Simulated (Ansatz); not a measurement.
Runs of Ansatz 0.2.0 on WS2. The cell holds a slab with vacuum, 3 atoms: a = 3.184 Å, b = 3.184 Å, c = 16.951 Å, α = 90.00°, β = 90.00°, γ = 120.00°. 

```csv
task,level,cutoff (eV),basis error allowed,gap on the mesh (eV),V0 of scaled cells (Å³/atom),B0 (GPa),largest force (eV/Å)
band structure,LDA,260,0.002 eV/atom,1.98,-,-,(b)
band structure,PBEsol,259,0.002 eV/atom,1.99,-,-,0.12
equation of state,PBEsol,-,0.001 eV/atom,-,48.69,61,-
single point,PBEsol,283,0.001 eV/atom,1.99,-,-,0.12
equation of state,LDA,-,0.002 eV/atom,-,47.87,(a),-
```

Alike in all rows: potentials or basis all-electron LAPW, scalar-relativistic; no spin polarisation; cell as given; k mesh 10 × 10 × 2; smearing fermi-dirac 0.05 eV.

Problem. Estimate the missing entries.

Solution. (a) 63; (b) 0.40.

Caveats: spin-orbit coupling is left out, which moves the levels of the heavy elements (some runs); the cell was scaled at fixed shape and fractional positions, which overstates the stiffness of a crystal with free parameters, most of all of layers and chains (some runs).

A k mesh can miss the band edges, and the runs leave out spin-orbit coupling on W.

Not every run made on this cell is shown here.
